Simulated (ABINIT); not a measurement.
The system is BaS.

```xyz
2
Lattice="0.0000 3.1938 3.1938 3.1938 0.0000 3.1938 3.1938 3.1938 0.0000" Properties=species:S:1:pos:R:3 pbc="T T T"
Ba    0.0000    0.0000    0.0000
S     3.1938    3.1938    3.1938
```

Program: ABINIT 10.8.3 (patched build). Alike in all runs: no spin polarisation; cell as given; smearing fermi-dirac 0.05 eV.

Q: Order these runs on this cell by their band gap on the k mesh, lowest first.
A. level r2SCAN; potentials or basis JTH PAW PBE v2.0; k mesh 9 × 9 × 9; cutoff (eV) 653; fine-grid cutoff 1251.72 eV
B. level LDA; potentials or basis JTH PAW LDA v2.0; k mesh 7 × 7 × 7; cutoff (eV) 544; fine-grid cutoff 1088.46 eV
C. level AM05; potentials or basis JTH PAW PBE v2.0; k mesh 7 × 7 × 7; cutoff (eV) 544; fine-grid cutoff 1088.46 eV

A: B (1.99 eV), C (2.15 eV), A (2.51 eV).

Caveats: this set's barium file shifts pressures by 1.5 GPa and gaps by 0.1 eV against other sets; spin-orbit coupling is left out, which moves the levels of the heavy elements; an odd mesh through Γ misses points on the zone boundary, where band edges often lie (some runs).
